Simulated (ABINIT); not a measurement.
# ZnSe (Stilleite): G0W0 in ABINIT against the bands in the screening

How does the gap of ZnSe (Stilleite) converge in the bands in the screening?

Program: ABINIT 10.8.3. Level of theory: PBE and many-body steps on it, plane waves. Results are calculated unless marked as measured.

## 1. The starting structure

It takes space group F-43m (No. 216, cubic). The conventional cell has a = 5.668 Å, b = 5.668 Å, c = 5.668 Å, α = 90.00°, β = 90.00°, γ = 90.00°. Zn has 4 Se at 2.45 Å nearest. Nearest to Se lie 4 Zn at 2.45 Å. Farther neighbours and most contacts between anions are not listed.

The cell and positions come from the Crystallography Open Database and are kept as given unless a step says otherwise.

## 2. Screening, 4×4×4 mesh, 26 bands, screening to 163.3 eV

This step: ABINIT 10.8.3; RPA screening on PBE, plane waves, norm-conserving pseudopotentials.

The RPA dielectric matrix is built and inverted for each q.

Input file run.abi:

```
acell 3*1.0 Angstrom
rprim 
  -0.000000000000 2.833800000000 2.833800000000
  2.833800000000 0.000000000000 2.833800000000
  2.833800000000 2.833800000000 -0.000000000000
ntypat 2
znucl 30 34
natom 2
typat 1 2
xred 
  0.000000000000 0.000000000000 0.000000000000
  0.250000000000 0.250000000000 0.250000000000
pp_dirpath "pseudos"
pseudos "Zn.upf, Se.upf"
ecut 39
ngkpt 4 4 4
nshiftk 1
shiftk 0 0 0
kptopt 1
chksymbreak 0
istwfk *1
occopt 1
irdwfk 1
optdriver 3
nband 26
ecuteps 6
inclvkb 2
awtr 1
symchi 1
indata_prefix "in"
outdata_prefix "out"
tmpdata_prefix "tmp"
```

Run with:

```console
> OMP_NUM_THREADS=1 mpirun -n 8 abinit run.abi > log
```

Output:

```text
.Version 10.8.3 of ABINIT. v10.8.2 released Aug 2026.

 Symmetries : space group F-4 3 m (#216); Bravais cF (face-center cubic)
[... echo of the input left out ...]
== DATASET  1 ==================================================================
-   mpi_nproc: 8, omp_nthreads: 1 (-1 if OMP is not activated)

--- !DatasetInfo
iteration_state: {dtset: 1, }
dimensions: {natom: 2, nkpt: 8, mband: 26, nsppol: 1, nspinor: 1, nspden: 1, mpw: 3591, }
cutoff_energies: {ecut:  39.0, pawecutdg:  -1.0, }
electrons: {nelect:   3.60000000E+01, charge:   0.00000000E+00, occopt:   1.00000000E+00, tsmear:   1.00000000E-02, }

 SCREENING: Calculation of the susceptibility and dielectric matrices

 Based on a program developped by R.W. Godby, V. Olevano, G. Onida, and L. Reining.
 Incorporated in ABINIT by V. Olevano, G.-M. Rignanese, and M. Torrent.
.Using double precision arithmetic ; gwpc =  8

[... cell and pseudopotentials left out ...]
--------------------------------------------------------------------------------

 ==== K-mesh for the wavefunctions ====
 Number of points in the irreducible wedge :     8
[... list of points left out ...]
 Together with 24 symmetry operations and time-reversal symmetry
 yields    64 points in the full Brillouin Zone.

 ==== Q-mesh for the screening function ====
 Number of points in the irreducible wedge :     8
[... list of points left out ...]
 Together with 24 symmetry operations and time-reversal symmetry
 yields    64 points in the full Brillouin Zone.

 setmesh: FFT mesh size selected  =    30x   30x   30
          total number of points  =        27000

 vcoul_init : cutoff-mode = AUXILIARY_FUNCTION
 q-points for optical limit:   1
     1)      0.000010    0.000020    0.000030

- screening: taking advantage of time-reversal symmetry
- Maximum band index for partially occupied states nbvw = 18
- Remaining bands to be divided among processors   nbcw = 8
- Number of bands treated by each node ~1

 Number of electrons calculated from density =   36.0000; Expected =   36.0000
 average of density, n =  0.117211
 r_s =    1.2676
 omega_plasma =   33.0248 [eV]

 calculating chi0 at frequencies [eV] :
  1    0.000000E+00    0.000000E+00
  2    0.000000E+00    3.302477E+01

--------------------------------------------------------------------------------
  q-point number  1        q = ( 0.000000, 0.000000, 0.000000) [r.l.u.]
--------------------------------------------------------------------------------
[... chi0 elements left out ...]
 For q-point:  0.000010 0.000020 0.000030
  dielectric constant =  13.7860
  dielectric constant without local fields =  14.8585

  Average fulfillment of the sum rule on Im[epsilon] for q-point    1 :      7.83  [%]
[... wings left out ...]
  q-point number  2        q = ( 0.250000, 0.000000, 0.000000) [r.l.u.]
--------------------------------------------------------------------------------
[... chi0 elements left out ...]
  Average fulfillment of the sum rule on Im[epsilon] for q-point    2 :     20.41  [%]

 [... 6 further q-points ...]
```

Wall time 4.1 s (8 MPI ranks of Intel Xeon Platinum 8488C (Sapphire Rapids), shared host); peak memory 1.3 GiB.

Numbers from this step:

```
ε∞ with local fields, on this mesh, along the program's q direction : 13.79
the same without local fields                                       : 14.86
plasma frequency                                                    : 33.02 eV
plane waves in the screening matrix                                 : 181
```

Local fields lower ε∞ by 7 %. On a Γ-centred mesh this coarse the value itself is usually too large, while a short band sum pulls it down.

## 3. 26 bands

This step: G0W0 on PBE, plane waves, norm-conserving pseudopotentials.

Changes to run.abi since step 2:

```diff
@@ -23,8 +23,15 @@
 irdwfk 1
-optdriver 3
-nband 26
+optdriver 4
+nband 91
+gwcalctyp 0
+ecutsigx 39
+symsigma 1
+nkptgw 1
+kptgw 
+  0.0000000000 0.0000000000 0.0000000000
+bdgw 
+  16 22
 ecuteps 6
-inclvkb 2
-awtr 1
-symchi 1
+irdscr 1
+ppmodel 1
 indata_prefix "in"
```

Output:

```text
.Version 10.8.3 of ABINIT. v10.8.2 released Aug 2026.

 Symmetries : space group F-4 3 m (#216); Bravais cF (face-center cubic)
[... echo of the input left out ...]
== DATASET  1 ==================================================================
-   mpi_nproc: 8, omp_nthreads: 1 (-1 if OMP is not activated)

--- !DatasetInfo
iteration_state: {dtset: 1, }
dimensions: {natom: 2, nkpt: 8, mband: 91, nsppol: 1, nspinor: 1, nspden: 1, mpw: 3591, }
cutoff_energies: {ecut:  39.0, pawecutdg:  -1.0, }
electrons: {nelect:   3.60000000E+01, charge:   0.00000000E+00, occopt:   1.00000000E+00, tsmear:   1.00000000E-02, }

 SIGMA: Calculation of the GW corrections

 Based on a program developped by R.W. Godby, V. Olevano, G. Onida, and L. Reining.
 Incorporated in ABINIT by V. Olevano, G.-M. Rignanese, and M. Torrent.
.Using double precision arithmetic ; gwpc =  8

[... cell and pseudopotentials left out ...]
--------------------------------------------------------------------------------

 ==== K-mesh for the wavefunctions ====
 Number of points in the irreducible wedge :     8
[... list of points left out ...]
 Together with 24 symmetry operations and time-reversal symmetry
 yields    64 points in the full Brillouin Zone.

 ==== Q-mesh for screening function ====
 Number of points in the irreducible wedge :     8
[... list of points left out ...]
 Together with 24 symmetry operations and time-reversal symmetry
 yields    64 points in the full Brillouin Zone.

 vcoul_init : cutoff-mode = AUXILIARY_FUNCTION
 q-points for optical limit:   1
     1)      0.000010    0.000020    0.000030
 setmesh: FFT mesh size selected  =    45x   45x   45
          total number of points  =        91125

 Number of electrons calculated from density =   36.0000; Expected =   36.0000
 average of density, n =  0.117211
 r_s =    1.2676
 omega_plasma =   33.0248 [eV]

 === KS Band Gaps ===
  >>>> For spin  1
   Minimum direct gap =   1.2881 [eV], located at k-point      :   0.0000  0.0000  0.0000
   Fundamental gap    =   1.2881 [eV], Top of valence bands at :   0.0000  0.0000  0.0000
                                       Bottom of conduction at :   0.0000  0.0000  0.0000
 SIGMA fundamental parameters:
 PLASMON POLE MODEL  1
 number of plane-waves for SigmaX                 3527
 number of plane-waves for SigmaC and W            181
 number of plane-waves for wavefunctions          3527
 number of bands                                    91
 number of independent spin polarizations            1
 number of spinorial components                      1
 number of k-points in IBZ                           8
 number of q-points in IBZ                           8
 number of symmetry operations                      24
 number of k-points in BZ                           64
 number of q-points in BZ                           64
 number of frequencies for dSigma/dE                 9
 frequency step for dSigma/dE [eV]                0.25
 number of omega for Sigma on real axis              0
 max omega for Sigma on real axis  [eV]           0.00
 zcut for avoiding poles [eV]                     0.10

 EPSILON^-1 parameters (SCR file):
 dimension of the eps^-1 matrix on file            181
 dimension of the eps^-1 matrix used               181
 number of plane-waves for wavefunctions          3527
 number of bands                                    26
 number of q-points in IBZ                           8
 number of frequencies                               2
 number of real frequencies                          1
 number of imag frequencies                          1

 matrix elements of self-energy operator (all in [eV])

 Perturbative Calculation

--- !SelfEnergy_ee
iteration_state: {dtset: 1, }
kpoint     : [   0.000,    0.000,    0.000, ]
spin       : 1
KS_gap     :    1.288
QP_gap     :    2.845
Delta_QP_KS:    1.557
data: !SigmaeeData |
     Band     E0 <VxcDFT>   SigX SigC(E0)      Z dSigC/dE  Sig(E)    E-E0       E
       16   3.405 -16.589 -20.446   2.595   0.789  -0.267 -17.585  -0.996   2.409
       17   3.405 -16.589 -20.446   2.595   0.789  -0.267 -17.585  -0.996   2.409
       18   3.405 -16.589 -20.446   2.595   0.789  -0.267 -17.585  -0.996   2.409
       19   4.693 -12.624  -8.875  -3.056   0.809  -0.236 -12.063   0.561   5.254
       20   9.220 -10.891  -5.994  -3.644   0.804  -0.244  -9.884   1.007  10.226
       21   9.220 -10.891  -5.994  -3.644   0.804  -0.244  -9.884   1.007  10.226
       22   9.220 -10.891  -5.994  -3.644   0.804  -0.244  -9.884   1.007  10.226

== END DATASET(S) ==============================================================
================================================================================

 -outvars: echo values of variables after computation  --------
           etotal      0.0000000000E+00
            nband          91
             nkpt           8
          spgroup         216
 [... the other variables as echoed above ...]

 Calculation completed.
```

It took 3.7 s on 8 MPI ranks; peak memory 1.1 GiB.

This step gave:

```yaml
g0w0_gap_on_the_points_computed: 2.845 eV
starting_gap_on_the_mesh: 1.288 eV
k_of_the_valence_top: 0, 0, 0
k_of_the_conduction_bottom: 0, 0, 0
z_at_the_valence_top: 0.789
z_at_the_conduction_bottom: 0.809
least_direct_g0w0_gap_on_the_computed_points: 2.845 eV
```

## 4. Screening, 4×4×4 mesh, 34 bands, screening to 163.3 eV

This step: RPA screening on PBE, plane waves, norm-conserving pseudopotentials.

Changes to run.abi since step 3:

```diff
@@ -23,15 +23,8 @@
 irdwfk 1
-optdriver 4
-nband 91
-gwcalctyp 0
-ecutsigx 39
-symsigma 1
-nkptgw 1
-kptgw 
-  0.0000000000 0.0000000000 0.0000000000
-bdgw 
-  16 22
+optdriver 3
+nband 34
 ecuteps 6
-irdscr 1
-ppmodel 1
+inclvkb 2
+awtr 1
+symchi 1
 indata_prefix "in"
```

Output:

```text
.Version 10.8.3 of ABINIT. v10.8.2 released Aug 2026.

 Symmetries : space group F-4 3 m (#216); Bravais cF (face-center cubic)
[... echo of the input left out ...]
== DATASET  1 ==================================================================
-   mpi_nproc: 8, omp_nthreads: 1 (-1 if OMP is not activated)

--- !DatasetInfo
iteration_state: {dtset: 1, }
dimensions: {natom: 2, nkpt: 8, mband: 34, nsppol: 1, nspinor: 1, nspden: 1, mpw: 3591, }
cutoff_energies: {ecut:  39.0, pawecutdg:  -1.0, }
electrons: {nelect:   3.60000000E+01, charge:   0.00000000E+00, occopt:   1.00000000E+00, tsmear:   1.00000000E-02, }

 SCREENING: Calculation of the susceptibility and dielectric matrices

 Based on a program developped by R.W. Godby, V. Olevano, G. Onida, and L. Reining.
 Incorporated in ABINIT by V. Olevano, G.-M. Rignanese, and M. Torrent.
.Using double precision arithmetic ; gwpc =  8

[... cell and pseudopotentials left out ...]
--------------------------------------------------------------------------------

 ==== K-mesh for the wavefunctions ====
 Number of points in the irreducible wedge :     8
[... list of points left out ...]
 Together with 24 symmetry operations and time-reversal symmetry
 yields    64 points in the full Brillouin Zone.

 ==== Q-mesh for the screening function ====
 Number of points in the irreducible wedge :     8
[... list of points left out ...]
 Together with 24 symmetry operations and time-reversal symmetry
 yields    64 points in the full Brillouin Zone.

 setmesh: FFT mesh size selected  =    30x   30x   30
          total number of points  =        27000

 vcoul_init : cutoff-mode = AUXILIARY_FUNCTION
 q-points for optical limit:   1
     1)      0.000010    0.000020    0.000030

- screening: taking advantage of time-reversal symmetry
- Maximum band index for partially occupied states nbvw = 18
- Remaining bands to be divided among processors   nbcw = 16
- Number of bands treated by each node ~2

 Number of electrons calculated from density =   36.0000; Expected =   36.0000
 average of density, n =  0.117211
 r_s =    1.2676
 omega_plasma =   33.0248 [eV]

 calculating chi0 at frequencies [eV] :
  1    0.000000E+00    0.000000E+00
  2    0.000000E+00    3.302477E+01

--------------------------------------------------------------------------------
  q-point number  1        q = ( 0.000000, 0.000000, 0.000000) [r.l.u.]
--------------------------------------------------------------------------------
[... chi0 elements left out ...]
 For q-point:  0.000010 0.000020 0.000030
  dielectric constant =  13.8559
  dielectric constant without local fields =  14.9176

  Average fulfillment of the sum rule on Im[epsilon] for q-point    1 :     15.08  [%]
[... wings left out ...]
  q-point number  2        q = ( 0.250000, 0.000000, 0.000000) [r.l.u.]
--------------------------------------------------------------------------------
[... chi0 elements left out ...]
  Average fulfillment of the sum rule on Im[epsilon] for q-point    2 :     25.37  [%]

 [... 6 further q-points ...]
```

Run time: 5.5 s. Hardware: 8 MPI ranks; peak memory 1.4 GiB.

This step gave:

```yaml
eps_infinity_with_local_fields_on_this_mesh_along_the_program_s_q_direction: 13.86
the_same_without_local_fields: 14.92
plasma_frequency: 33.02 eV
plane_waves_in_the_screening_matrix: 181
```

## 5. 34 bands

The self-energy is evaluated for the states that the input lists, and the levels follow from it, in one-shot runs by the linearised quasiparticle equation.

This step: G0W0 on PBE, plane waves, norm-conserving pseudopotentials.

Changes to run.abi since step 4:

```diff
@@ -23,8 +23,15 @@
 irdwfk 1
-optdriver 3
-nband 34
+optdriver 4
+nband 91
+gwcalctyp 0
+ecutsigx 39
+symsigma 1
+nkptgw 1
+kptgw 
+  0.0000000000 0.0000000000 0.0000000000
+bdgw 
+  16 22
 ecuteps 6
-inclvkb 2
-awtr 1
-symchi 1
+irdscr 1
+ppmodel 1
 indata_prefix "in"
```

Output:

```text
.Version 10.8.3 of ABINIT. v10.8.2 released Aug 2026.

 Symmetries : space group F-4 3 m (#216); Bravais cF (face-center cubic)
[... echo of the input left out ...]
== DATASET  1 ==================================================================
-   mpi_nproc: 8, omp_nthreads: 1 (-1 if OMP is not activated)

--- !DatasetInfo
iteration_state: {dtset: 1, }
dimensions: {natom: 2, nkpt: 8, mband: 91, nsppol: 1, nspinor: 1, nspden: 1, mpw: 3591, }
cutoff_energies: {ecut:  39.0, pawecutdg:  -1.0, }
electrons: {nelect:   3.60000000E+01, charge:   0.00000000E+00, occopt:   1.00000000E+00, tsmear:   1.00000000E-02, }

 SIGMA: Calculation of the GW corrections

 Based on a program developped by R.W. Godby, V. Olevano, G. Onida, and L. Reining.
 Incorporated in ABINIT by V. Olevano, G.-M. Rignanese, and M. Torrent.
.Using double precision arithmetic ; gwpc =  8

[... cell and pseudopotentials left out ...]
--------------------------------------------------------------------------------

 ==== K-mesh for the wavefunctions ====
 Number of points in the irreducible wedge :     8
[... list of points left out ...]
 Together with 24 symmetry operations and time-reversal symmetry
 yields    64 points in the full Brillouin Zone.

 ==== Q-mesh for screening function ====
 Number of points in the irreducible wedge :     8
[... list of points left out ...]
 Together with 24 symmetry operations and time-reversal symmetry
 yields    64 points in the full Brillouin Zone.

 vcoul_init : cutoff-mode = AUXILIARY_FUNCTION
 q-points for optical limit:   1
     1)      0.000010    0.000020    0.000030
 setmesh: FFT mesh size selected  =    45x   45x   45
          total number of points  =        91125

 Number of electrons calculated from density =   36.0000; Expected =   36.0000
[...]
number of q-points in BZ                           64
 number of frequencies for dSigma/dE                 9
 frequency step for dSigma/dE [eV]                0.25
 number of omega for Sigma on real axis              0
 max omega for Sigma on real axis  [eV]           0.00
 zcut for avoiding poles [eV]                     0.10

 EPSILON^-1 parameters (SCR file):
 dimension of the eps^-1 matrix on file            181
 dimension of the eps^-1 matrix used               181
 number of plane-waves for wavefunctions          3527
 number of bands                                    34
 number of q-points in IBZ                           8
 number of frequencies                               2
 number of real frequencies                          1
 number of imag frequencies                          1

 matrix elements of self-energy operator (all in [eV])

 Perturbative Calculation

--- !SelfEnergy_ee
iteration_state: {dtset: 1, }
kpoint     : [   0.000,    0.000,    0.000, ]
spin       : 1
KS_gap     :    1.288
QP_gap     :    2.690
Delta_QP_KS:    1.401
data: !SigmaeeData |
     Band     E0 <VxcDFT>   SigX SigC(E0)      Z dSigC/dE  Sig(E)    E-E0       E
       16   3.405 -16.589 -20.446   2.554   0.791  -0.264 -17.620  -1.031   2.374
       17   3.405 -16.589 -20.446   2.554   0.791  -0.264 -17.620  -1.031   2.374
       18   3.405 -16.589 -20.446   2.554   0.791  -0.264 -17.620  -1.031   2.374
       19   4.693 -12.624  -8.875  -3.293   0.810  -0.234 -12.254   0.370   5.063
       20   9.220 -10.891  -5.994  -3.901   0.806  -0.240 -10.089   0.802  10.022
       21   9.220 -10.891  -5.994  -3.901   0.806  -0.240 -10.089   0.802  10.022
       22   9.220 -10.891  -5.994  -3.901   0.806  -0.240 -10.089   0.802  10.022

== END DATASET(S) ==============================================================
================================================================================

 -outvars: echo values of variables after computation  --------
           etotal      0.0000000000E+00
            nband          91
             nkpt           8
          spgroup         216
 [... the other variables as echoed above ...]

 Calculation completed.
```

Run time: 3.8 s. Hardware: 8 MPI ranks; peak memory 1.1 GiB.

Numbers from this step:

```
G0W0 gap on the points computed              : 2.689 eV
starting gap on the mesh                     : 1.288 eV
k of the valence top                         : 0, 0, 0
k of the conduction bottom                   : 0, 0, 0
Z at the valence top                         : 0.791
Z at the conduction bottom                   : 0.81
least direct G0W0 gap on the computed points : 2.689 eV
```

The gap on the mesh goes from 1.29 eV to 2.69 eV, a correction of +1.40 eV.

## 6. Screening, 4×4×4 mesh, 91 bands, screening to 163.3 eV

This step: RPA screening on PBE, plane waves, norm-conserving pseudopotentials.

Changes to run.abi since step 5:

```diff
@@ -23,15 +23,8 @@
 irdwfk 1
-optdriver 4
+optdriver 3
 nband 91
-gwcalctyp 0
-ecutsigx 39
-symsigma 1
-nkptgw 1
-kptgw 
-  0.0000000000 0.0000000000 0.0000000000
-bdgw 
-  16 22
 ecuteps 6
-irdscr 1
-ppmodel 1
+inclvkb 2
+awtr 1
+symchi 1
 indata_prefix "in"
```

Output:

```text
.Version 10.8.3 of ABINIT. v10.8.2 released Aug 2026.

 Symmetries : space group F-4 3 m (#216); Bravais cF (face-center cubic)
[... echo of the input left out ...]
== DATASET  1 ==================================================================
-   mpi_nproc: 8, omp_nthreads: 1 (-1 if OMP is not activated)

--- !DatasetInfo
iteration_state: {dtset: 1, }
dimensions: {natom: 2, nkpt: 8, mband: 91, nsppol: 1, nspinor: 1, nspden: 1, mpw: 3591, }
cutoff_energies: {ecut:  39.0, pawecutdg:  -1.0, }
[...]
--------------------------------------------------------------------------------
[... chi0 elements left out ...]
 For q-point:  0.000010 0.000020 0.000030
  dielectric constant =  14.0066
  dielectric constant without local fields =  14.9864

  Average fulfillment of the sum rule on Im[epsilon] for q-point    1 :     39.99  [%]
[... wings left out ...]
  q-point number  2        q = ( 0.250000, 0.000000, 0.000000) [r.l.u.]
--------------------------------------------------------------------------------
[... chi0 elements left out ...]
  Average fulfillment of the sum rule on Im[epsilon] for q-point    2 :     49.16  [%]

 [... 6 further q-points ...]
```

Elapsed: 17 s, on 8 MPI ranks; peak memory 1.6 GiB; 2.2 min of CPU time.

This step gave:

| Item | Value |
| --- | --- |
| ε∞ with local fields, on this mesh, along the program's q direction | 14.01 |
| the same without local fields | 14.99 |
| plasma frequency | 33.02 eV |
| plane waves in the screening matrix | 181 |

[end of part 1 of 2]

[Paths, hosts, dates, memory and timing lines, banners, echoed tables and standing remarks are left out of the program output.]

[Logs are printed without paths, hosts, clocks, repeated set-up lines and the standing remarks that a program may print on its own settings, such as how far it seeks lower states.]

[Runs of the session that timed out or met a known fault of the program may be left out.]

[Hosts, paths, dates, database ids (printed as entryN), source tags and the programs' standing remarks are cut or masked in the printed files.]

[G0W0 gaps are taken among the corrected bands and points alone; a level outside them can change the order at an edge.]

[Where Ansatz stands beside ABINIT at settings called matched, ABINIT's density can come from a denser mesh and the files from another edition; pairs whose starting gaps differed by over 0.03 eV were left out, so agreement reads better than it is.]
